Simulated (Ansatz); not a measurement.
**Strain response of SiO2**

All numbers below come from Ansatz 0.2.0, DFT PBE, scalar-relativistic, plane waves, PAW. (420 eV cutoff, 6×6×6 k-mesh, Gaussian smearing of 0.02 eV, no spin polarisation)

Reference structure (relaxed):

```xyz
12
Lattice="-4.5053 4.5053 2.6365 4.5053 -4.5053 2.6365 4.5053 4.5053 -2.6365" Properties=species:S:1:pos:R:3 pbc="T T T"
Si    1.5942    1.5942    0.0000
Si   -2.9110    2.9110    2.6365
Si    2.9110   -2.9110    2.6365
Si    2.9110    2.9110    2.6365
O     2.2526    2.2526    1.3183
O     2.2526   -2.2526    1.3183
O    -2.2526    2.2526    1.3183
O     2.2526    2.2526   -1.3183
O     1.8873    0.0000    0.0000
O     0.0000    7.1232    0.0000
O     0.0000    1.8873    0.0000
O     7.1232    0.0000    0.0000
```

Deformation: shear that moves c along a by the strain times its height over the a-b plane, the cell held and the atoms relaxed, all within the symmetry that the strain leaves. Energies are extrapolated to zero smearing. Gaps are Kohn–Sham gaps over the whole zone.

| strain (%) | ΔE (meV/atom) | a (Å) | b (Å) | c (Å) | gap (eV) |
| --- | --- | --- | --- | --- | --- |
| +0.0 | 0.0 | 6.895 | 6.895 | 6.895 | 5.36 |
| +1.0 | 0.1 | 6.895 | 6.895 | 6.886 | 5.35 |
| +2.0 | 0.3 | 6.895 | 6.895 | 6.878 | 5.34 |
| +3.0 | 0.7 | 6.895 | 6.895 | 6.870 | 5.34 |
| +4.0 | 1.4 | 6.895 | 6.895 | 6.863 | 5.33 |
| +6.0 | 4.1 | 6.895 | 6.895 | 6.850 | 5.30 |

Task: Does one stiffness describe the whole range?

Result: No: the innermost pair of points gives (1/V) d²E/dε² = 10 GPa and a cubic fit over all points 8 GPa, so terms beyond the third order count over this range.

This form isn't the usual stable structure of the compound.